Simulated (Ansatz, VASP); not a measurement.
## One calculation of TlH5, two programs

Contents of INCAR:

```
SYSTEM = TlH5
  PREC = Accurate
  ENCUT = 600
  EDIFF = 1E-6
  ISMEAR = 0
  SIGMA = 0.1
  LREAL = .False.
  LASPH = .True.
  NELM = 100
  ALGO = Normal
  ISIF = 3
  LWAVE = .False.
  LCHARG = .False.
  GGA = PE
  IBRION = 2
  NSW = 90
  EDIFFG = -0.04
```

KPOINTS

```
regular mesh
0
Gamma
  6 6 6
  0 0 0
```

File POSCAR:

```
TlH5
1.0
    4.0045797164      0.0000000000      0.0000000000
   -2.0022898582      3.4680677659      0.0000000000
    0.0000000000      0.0000000000      3.2741314690
Tl H
1 5
Direct
    0.0000000000      0.0000000000      0.0000000000
    0.3333333333      0.6666666667      0.0000000000
    0.6666666667      0.3333333333      0.0000000000
    0.5000000000      0.0000000000      0.5000000000
    0.5000000000      0.5000000000      0.5000000000
    0.0000000000      0.5000000000      0.5000000000
```

Input for Ansatz:

```yaml
crystal:
  lattice:
    - [4.0045797164, 0.0, 0.0]
    - [-2.0022898582, 3.4680677659, 0.0]
    - [0.0, 0.0, 3.274131469]
  atoms:
    - { symbol: Tl, position: [0.0, 0.0, 0.0] }
    - { symbol: H, position: [0.3333333333, 0.6666666667, 0.0] }
    - { symbol: H, position: [0.6666666667, 0.3333333333, 0.0] }
    - { symbol: H, position: [0.5, 0.0, 0.5] }
    - { symbol: H, position: [0.5, 0.5, 0.5] }
    - { symbol: H, position: [0.0, 0.5, 0.5] }
basis:
  ecutwfc: 420
kpoints:
  mp_grid: { grid: [6, 6, 6] }
hamiltonian:
  xc: pbe
scf:
  occupations: { method: gaussian, width: 0.1 }
  lower_state_search: "off"
output:
  forces: true
  stress: true
  eigenvalues: true
relax:
  adjacent_minimum: "off"
  f_tol: 0.04
  max_steps: 70
  cell: { stress_tol: 0.4 }
```

Change from the starting cell: species swapped into the DyNi5 type (P6/mmm, No. 191).

Alike in both runs: task relaxation of cell and atoms; functional PBE; k mesh 6 × 6 × 6; occupations gaussian, width 0.1 eV; no spin polarisation.

|  | VASP | Ansatz |
| --- | --- | --- |
| version | VASP 6.6.1 | Ansatz 0.2.0 |
| potentials or method | VASP PAW PBE potentials, release 64 (Tl_d, H) | scalar-relativistic, plane waves, PAW |
| plane-wave cutoff (eV) | 600 | 420 |
| valence electrons in the cell | 18 | 18 |

Ansatz gave:

- gap on the k mesh at the Fermi level, each at its own relaxed structure (eV): none
- relaxed volume (Å³/atom): 8.41
- relaxed cell length with the largest relative difference (Å): 4.421
- energy change over the relaxation (meV/atom): -152

**Question.** Which values does VASP return?

**Answer.** gap on the k mesh at the Fermi level, each at its own relaxed structure (eV): none; relaxed volume (Å³/atom): 8.38; relaxed cell length with the largest relative difference (Å): 4.404; energy change over the relaxation (meV/atom): -148.

A gap of «none» marks a metal or a gap that the smearing closes.

The runs have no spin-orbit coupling, so splittings on Tl are missing.
